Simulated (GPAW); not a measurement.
# NiO (Fm-3m) in GPAW: single point with PBE

Aim: the single point of NiO with PBE.

All numbers are computed with GPAW 26.7.0; they aren't measurements. Logs are shortened: lines on timing, memory, paths and dates and some standing lists are left out, and cuts for length are marked. The log counts tension as positive stress, the text compression.

## Step 1: Starting point

Symmetry: Fm-3m, No. 225, cubic system. The conventional cell has a = 4.172 Å, b = 4.172 Å, c = 4.172 Å, α = 90.00°, β = 90.00°, γ = 90.00°. Around Ni (site symmetry m-3m) lie 6 O at 2.09 Å. Around O (site symmetry m-3m) lie 6 Ni at 2.09 Å.

## Step 2: Single point, PBE, collinear spin, ferromagnetic start

run.py reads:

```python
from ase.dft.bandgap import bandgap
from ase.io import write
from ase.spacegroup import crystal
from ase.units import GPa
from gpaw import GPAW, PW

# Ni 4a
# O 4b
atoms = crystal(['Ni', 'O'],
                basis=[[0.0, 0.0, 0.0],
                       [0.5, 0.0, 0.0]],
                spacegroup=225, setting=1,  # Fm-3m
                cellpar=[4.17180328, 4.17180328, 4.17180328, 90.0, 90.0, 90.0],
                primitive_cell=True)
atoms.set_initial_magnetic_moments([1.0, 0.0])

calc = GPAW(mode=PW(800),
            xc='PBE',
            kpts={'size': (14, 14, 14), 'gamma': True},
            occupations={'name': 'fermi-dirac', 'width': 0.05},
            nbands=22,
            convergence={'density': 1e-05, 'energy': 1e-05},
            maxiter=60,
            txt='gpaw.txt')
atoms.calc = calc
energy = atoms.get_potential_energy()
forces = atoms.get_forces()
stress = atoms.get_stress()
calc.write('gs.gpw')
write('result.traj', atoms)
print(f'Energy: {energy:.6f} eV')
print('Forces (eV/A):')
print(forces.round(4))
print('Stress (GPa):', (stress / GPa).round(3))
print('Moments:', calc.get_magnetic_moments().round(3))
print('Fermi level:', round(calc.get_fermi_level(), 4), 'eV')
print(f'Gap: {bandgap(calc)[0]:.4f} eV, direct: {bandgap(calc, direct=True)[0]:.4f} eV')
```

Potentials or basis: GPAW PAW data sets (gpaw-data 1.2.1), pw.

Command:

```sh
> OMP_NUM_THREADS=1 python run.py
```

gpaw.txt:

```text
__  _  _
 | _ |_)|_||  |
 |__||  | ||/\| - 26.7.0

Input parameters:
  mode=PW(ecut=800.0),
  convergence={'density': 1e-05, 'energy': 1e-05},
  kpts=MonkhorstPack(size=(14, 14, 14), gamma=True),
  maxiter=60,
  nbands=22,
  occupations=Occupations(name='fermi-dirac', width=0.05),
  xc=XC(name='PBE')

Diagonalizing LCAO Hamiltonian
Converting LCAO to pw mode

              O

       Ni

Atoms  # Å, Bohr magnetons
|   | symbol |        x |        y |        z |    initial magnetic moments |
|---|--------|----------|----------|----------|-----------------------------|
| 0 |     Ni | 0.000000 | 0.000000 | 0.000000 | ( 0.0000,  0.0000,  1.0000) |
| 1 |      O | 2.085902 | 2.085902 | 2.085902 | ( 0.0000,  0.0000,  0.0000) |

Unit cell  # Å
| periodic |        x |        y |        z |  lengths |    angles |
|----------|----------|----------|----------|----------|-----------|
|      yes | 0.000000 | 2.085902 | 2.085902 | 2.949910 | 60.000000 |
|      yes | 2.085902 | 0.000000 | 2.085902 | 2.949910 | 60.000000 |
|      yes | 2.085902 | 2.085902 | 0.000000 | 2.949910 | 60.000000 |

Number of symmetries: 48
Symmetry operations  # r_c * U_cc + t_c -> r_c
|    | kind |            matrix            |
|----|------|------------------------------|
|  0 |  σ   |  1, 0, 0,  1, 0,-1,  1,-1, 0 |
|  1 |  C2  |  1, 0, 0,  1,-1, 0,  1, 0,-1 |
|  2 |  E   |  1, 0, 0,  0, 1, 0,  0, 0, 1 |
|  3 |  σ   |  1, 0, 0,  0, 0, 1,  0, 1, 0 |
|  4 |  C4  |  1, 0,-1,  1, 0, 0,  1,-1, 0 |
|  5 |  S6  |  1, 0,-1,  1,-1, 0,  1, 0, 0 |
|  6 |  σ   |  1, 0,-1,  0, 1,-1,  0, 0,-1 |
|  7 |  C3  |  1, 0,-1,  0, 0,-1,  0, 1,-1 |
|  8 |  S6  |  1,-1, 0,  1, 0, 0,  1, 0,-1 |
|  9 |  C4  |  1,-1, 0,  1, 0,-1,  1, 0, 0 |
| 10 |  C3  |  1,-1, 0,  0,-1, 1,  0,-1, 0 |
| 11 |  σ   |  1,-1, 0,  0,-1, 0,  0,-1, 1 |
| 12 |  σ   |  0, 1, 0,  1, 0, 0,  0, 0, 1 |
| 13 |  C4  |  0, 1, 0,  0, 1,-1, -1, 1, 0 |
| 14 |  C3  |  0, 1, 0,  0, 0, 1,  1, 0, 0 |
| 15 |  S6  |  0, 1, 0, -1, 1, 0,  0, 1,-1 |
| 16 |  C2  |  0, 1,-1,  1, 0,-1,  0, 0,-1 |
| 17 |  σ   |  0, 1,-1,  0, 1, 0, -1, 1, 0 |
| 18 |  S4  |  0, 1,-1,  0, 0,-1,  1, 0,-1 |
| 19 |  C4  |  0, 1,-1, -1, 1, 0,  0, 1, 0 |
| 20 |  C3  |  0, 0, 1,  1, 0, 0,  0, 1, 0 |
| 21 |  σ   |  0, 0, 1,  0, 1, 0,  1, 0, 0 |
| 22 |  S6  |  0, 0, 1,  0,-1, 1, -1, 0, 1 |
| 23 |  C4  |  0, 0, 1, -1, 0, 1,  0,-1, 1 |
| 24 |  S4  |  0, 0,-1,  1, 0,-1,  0, 1,-1 |
| 25 |  C3  |  0, 0,-1,  0, 1,-1,  1, 0,-1 |
| 26 |  C2  |  0, 0,-1,  0,-1, 0, -1, 0, 0 |
| 27 |  S6  |  0, 0,-1, -1, 0, 0,  0,-1, 0 |
| 28 |  S4  |  0,-1, 1,  1,-1, 0,  0,-1, 0 |
| 29 |  C4  |  0,-1, 1,  0, 0, 1, -1, 0, 1 |
| 30 |  C2  |  0,-1, 1,  0,-1, 0,  1,-1, 0 |
| 31 |  σ   |  0,-1, 1, -1, 0, 1,  0, 0, 1 |
| 32 |  C3  |  0,-1, 0,  1,-1, 0,  0,-1, 1 |
| 33 |  S6  |  0,-1, 0,  0, 0,-1, -1, 0, 0 |
| 34 |  S4  |  0,-1, 0,  0,-1, 1,  1,-1, 0 |
| 35 |  C2  |  0,-1, 0, -1, 0, 0,  0, 0,-1 |
| 36 |  C2  | -1, 1, 0,  0, 1, 0,  0, 1,-1 |
| 37 |  S6  | -1, 1, 0,  0, 1,-1,  0, 1, 0 |
| 38 |  S4  | -1, 1, 0, -1, 0, 1, -1, 0, 0 |
| 39 |  C3  | -1, 1, 0, -1, 0, 0, -1, 0, 1 |
| 40 |  S6  | -1, 0, 1,  0, 0, 1,  0,-1, 1 |
| 41 |  C2  | -1, 0, 1,  0,-1, 1,  0, 0, 1 |
| 42 |  C3  | -1, 0, 1, -1, 1, 0, -1, 0, 0 |
| 43 |  S4  | -1, 0, 1, -1, 0, 0, -1, 1, 0 |
| 44 |  C2  | -1, 0, 0,  0, 0,-1,  0,-1, 0 |
| 45 |  i   | -1, 0, 0,  0,-1, 0,  0, 0,-1 |
| 46 |  σ   | -1, 0, 0, -1, 1, 0, -1, 0, 1 |
| 47 |  C2  | -1, 0, 0, -1, 0, 1, -1, 1, 0 |

BZ-sampling:
  Number of BZ points: 2744
  Number of IBZ points: 104

  Monkhorst-Pack size: [14, 14, 14]
  Monkhorst-Pack shift: [0.03571428571428571, 0.03571428571428571, 0.03571428571428571]

K-points  # in reciprocal-cell coordinates
|     |                                coordinates |     weight |
|-----|--------------------------------------------|------------|
|   0 | (  0.00000000,   0.00000000,   0.00000000) | 0.00036443 |
|   1 | (  0.07142857,   0.07142857,   0.00000000) | 0.00218659 |
|   2 | (  0.07142857,   0.07142857,   0.07142857) | 0.00291545 |
|   3 | (  0.14285714,   0.07142857,   0.07142857) | 0.00437318 |
|   4 | (  0.14285714,   0.14285714,   0.00000000) | 0.00218659 |
|   5 | (  0.14285714,   0.14285714,   0.07142857) | 0.00874636 |
|   6 | (  0.14285714,   0.14285714,   0.14285714) | 0.00291545 |
|   7 | (  0.21428571,   0.14285714,   0.07142857) | 0.00874636 |
|   8 | (  0.21428571,   0.14285714,   0.14285714) | 0.00874636 |
|   9 | (  0.21428571,   0.21428571,   0.00000000) | 0.00218659 |
| ... |                                            |            |
| 103 | (  0.50000000,   0.50000000,   0.50000000) | 0.00145773 |

Plane wave coefficients: 950
Cutoff: 800.0 eV

Spin-components: 2 (collinear spins)
Bands:           22
Projectors:      11
Spin-degeneracy: 1
Datatype:        complex128

Parallelization:
  kpt:    1
  domain: 1
  band:   1

Density:
  Valence electrons: 22.0
  Components: 2
  Grid points: [20 20 20]
  Charge: 0.0  # |e|

Potential:
  Grid points: [20 20 20]

species:
  Ni:
    name:    Nickel
    Z:       28.0
    valence: 16
    core:    12
    charge:  0.0  # [|e|]
    compensation charges:
      type: gauss
      rc: 0.36  # [Å]
      lmax: 2
    cutoffs:
      filter: 2.14  # [Å]
      core: 1.98  # [Å]
    projectors
    | kind |    occ | energy [eV] | rcut [Å] |
    |------|--------|-------------|----------|
    |   4s |  2.000 |      -5.642 |    1.164 |
    |   3p |  6.000 |     -71.394 |    1.207 |
    |   4p |  0.000 |      -1.226 |    1.207 |
    |   3d |  8.000 |      -8.875 |    1.138 |
    |    s |        |      21.570 |    1.164 |
    |    d |        |      18.337 |    1.138 |

    Using partial waves for Ni as LCAO basis

  O:
    name:    Oxygen
    Z:       8.0
    valence: 6
    core:    2
    charge:  0.0  # [|e|]
    compensation charges:
      type: gauss
      rc: 0.21  # [Å]
      lmax: 2
    cutoffs:
      filter: 1.17  # [Å]
      core: 0.83  # [Å]
    projectors
    | kind |    occ | energy [eV] | rcut [Å] |
    |------|--------|-------------|----------|
    |   2s |  2.000 |     -23.961 |    0.688 |
    |   2p |  4.000 |      -9.029 |    0.598 |
    |    s |        |       3.251 |    0.688 |
    |    p |        |      18.182 |    0.598 |
    |    d |        |       0.000 |    0.619 |

    Using partial waves for O as LCAO basis

Reference energy: -43408.850748  # eV

eigensolver:
  PPCG
  Converge bands: occupied
  niter=2

density mixing:
  MSR1-Mixer
  Pratt-step length: 0.05
  Maximum mixing coefficient: 0.75
  Old densities: 10
  SVD Regularization: 0.005
  Good broyden scale: 1.0
  Trust region scale: 1.0
  Backstep threshold: 4.0
  History deletion threshold: 6.0
  Fourier metric: weight=20.0, sigma=0.015

occupation numbers:
  Fermi-Dirac:
    width: 0.0500  # eV

poisson solver:
  ecut: 6400.0  # eV

xc functional:
  name: PBE with 2 nearest neighbor stencil

convergence criteria:
- Maximum integral of absolute [dens]ity change: 1e-05 electrons / valence electron
- Maximum [total energy] change in last 3 cyles: 1e-05 eV / valence electron
- Maximum integral of absolute [eigenst]ate change: 4e-08 eV^2 / valence electron
maximum number of iterations: 60

SCF iterations
|iter     | |      energy | eigst |  dens |  magmom |
|---------|-|-------------|-------|-------|---------|
|iter:   1| |  -13.603198 | +0.14 |       |  +1.0004|
|iter:   2| |  -13.496073 | -2.33 | -1.13 |  +0.9940|
|iter:   3| |  -13.269131 | -2.29 | -1.17 |  +0.8931|
|iter:   4| |  -13.308421 | -2.78 | -1.70 |  +0.9023|
|iter:   5| |  -13.263221 | -3.54 | -1.70 |  +0.8916|
|iter:   6| |  -13.277628 | -3.78 | -2.09 |  +0.9309|
|iter:   7| |  -13.285389 | -4.48 | -2.25 |  +1.0071|
|iter:   8| |  -13.283323 | -5.05 | -2.11 |  +1.0057|
|iter:   9| |  -13.293121 | -4.46 | -2.20 |  +1.1317|
|iter:  10| |  -13.253394 | -3.31 | -2.17 |  +0.6639|
|iter:  11| |  -13.298686 | -3.24 | -2.14 |  +1.1748|
|iter:  12| |  -13.260484 | -3.16 | -2.16 |  +0.6702|
|iter:  13| |  -13.282372 | -3.28 | -1.93 |  +0.9982|
|iter:  14| |  -13.273277 | -4.13 | -2.19 |  +0.8376|
|iter:  15| |  -13.310789 | -3.27 | -2.04 |  +1.2972|
|iter:  16| |  -13.086433 | -2.22 | -2.09 |  +2.7950|
|iter:  17| |  -13.311407 | -2.23 | -1.42 |  +1.2954|
|iter:  18| |  -13.326147 | -3.78 | -2.15 |  +1.5215|
|iter:  19| |  -13.330405 | -3.84 | -2.43 |  +1.7566|
|iter:  20| |  -13.330126 | -5.47 | -2.73 |  +1.7755|
|iter:  21| |  -13.330929 | -5.08 | -2.78 |  +1.7016|
|iter:  22| |  -13.330727 | -5.63 | -2.90 |  +1.6885|
|iter:  23| |  -13.330673 | -6.48 | -3.48 |  +1.6822|
|iter:  24| |  -13.330777c| -6.28 | -3.43 |  +1.6978|
|iter:  25| |  -13.330796c| -6.35 | -3.88 |  +1.7043|
|iter:  26| |  -13.330787c| -7.53c| -4.08 |  +1.7008|
|iter:  27| |  -13.330787c| -8.24c| -5.01c|  +1.7008|

Converged in 27 steps
Energy contributions relative to reference atoms: (reference = -43408.850748)

Energy contributions:
  Kinetic:          26.341961
  Coulomb:         -22.351153
  Zero:              0.268700
  External:          0.000000
  Xc:              -17.585522
  Entropy:          -0.009544
  Spinorbit:         0.000000
  ----------------------------
  Free energy:     -13.335559
  Extrapolated:    -13.330787

dipole moment: (-8.385034, -8.385034, -8.385034)  # |e|*Ang

Total magnetic moment: (0.000000, 0.000000, 1.700783)

Local magnetic moments
|        x |        y |        z |
|----------|----------|----------|
| 0.000000 | 0.000000 | 1.420578 |  # Ni   0
| 0.000000 | 0.000000 | 0.199236 |  # O    1

Fermi level: 8.213
Eigenvalues  # (at kpt = [0.000, 0.000, 0.000])
| band index |      eig [eV] | occ [0-1] |      eig [eV] | occ [0-1] |
|------------|---------------|-----------|---------------|-----------|
|          0 |       -56.574 |     1.000 |       -54.837 |     1.000 |
|        ... |               |           |               |           |
|          4 |         4.998 |     1.000 |         5.472 |     1.000 |
|          5 |         4.998 |     1.000 |         5.472 |     1.000 |
|          6 |         4.998 |     1.000 |         5.472 |     1.000 |
|          7 |         5.057 |     1.000 |         6.308 |     1.000 |
|          8 |         5.057 |     1.000 |         6.308 |     1.000 |
|          9 |         5.510 |     1.000 |         6.308 |     1.000 |
|         10 |         5.510 |     1.000 |         7.557 |     1.000 |
|         11 |         5.510 |     1.000 |         7.557 |     1.000 |
|         12 |         9.517 |     0.000 |         9.853 |     0.000 |
|         13 |        25.791 |     0.000 |        25.713 |     0.000 |
|         14 |        26.916 |     0.000 |        27.152 |     0.000 |
|         15 |        26.916 |     0.000 |        27.152 |     0.000 |
|         16 |        26.916 |     0.000 |        27.152 |     0.000 |
|         17 |        30.098 |     0.000 |        30.574 |     0.000 |
|         18 |        30.098 |     0.000 |        30.574 |     0.000 |
|         19 |        30.098 |     0.000 |        30.574 |     0.000 |
|        ... |               |           |               |           |
|         21 |        33.721 |     0.000 |        34.390 |     0.000 |

No gap
No difference between direct/indirect transitions

Forces  # eV/Ang
|       x |        y |        z |
|---------|----------|----------|
| 0.00000 | -0.00000 | -0.00000 |  # Ni   0
| 0.00000 |  0.00000 | -0.00000 |  # O    1

Stress tensor  # eV/Ang^3
|         x |         y |         z |
|-----------|-----------|-----------|
| -0.058708 | -0.000000 | -0.000000 |
| -0.000000 | -0.058708 |  0.000000 |
| -0.000000 |  0.000000 | -0.058708 |

# Writing to gs.gpw (mode='')
```

Run time: 2.5 min. Hardware: 1 thread of Intel Xeon Platinum 8488C (Sapphire Rapids), shared host; peak memory 0.24 GiB.

Results:

| Property | Result |
| --- | --- |
| Free energy | -13.3356 eV |
| Pressure | 9.4 GPa |
| Band gap on the k mesh | none (metal or under the smearing width) |
| Net moment | 1.70 μB per cell |
| Site moments | Ni +1.42; O +0.20 μB |

Caveat: the stock nickel data set gives pressures a few GPa off other programs; a cell with one magnetic atom can't hold antiferromagnetic order, which such compounds often take; semilocal functionals often make such compounds metallic where correlation or magnetic order opens a gap, which also shifts bond lengths. With open d or f shells a metallic result of PBE can be an artefact of self-interaction; +U or a hybrid may open a gap.
